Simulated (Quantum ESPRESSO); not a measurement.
Crystal: Cu.

```
Cu
1.0
     0.00000    1.80750    1.80750
     1.80750    0.00000    1.80750
     1.80750    1.80750    0.00000
Cu
1
Direct
  0.00000 0.00000 0.00000
```

| Quantity | Value |
| --- | --- |
| Program | Quantum ESPRESSO 7.5 |
| Task | single point |
| Functional | PBE |
| Potentials or basis | SSSP 1.3 efficiency PBE |
| Cutoff | 748 eV |
| Density cutoff | 5987 eV |
| k mesh | 13 × 13 × 13 |
| Occupations | fermi-dirac, width 0.05 eV |
| Spin | no spin polarisation |

On this cell: pressure 1.2 GPa; band gap on the k mesh none (metal or under the smearing width).

The same run follows on a disturbed copy (cell strained at random at fixed volume):

```
Cu
1.0
    -0.00858    1.79575    1.80169
     1.82295   -0.02405    1.81716
     1.79533    1.78360    0.00357
Cu
1
Cartesian
  0.0083 0.0555 -0.0414
```

**Question.** What changes?

**Answer.** The energy (extrapolated to zero smearing) moves by +1.6 meV/atom; pressure 1.3 GPa; band gap on the k mesh none (metal or under the smearing width).

Stress tensor (GPa, compression positive):
```
 1.25  1.62 -0.80
 1.62  1.58  0.56
-0.80  0.56  1.15
```
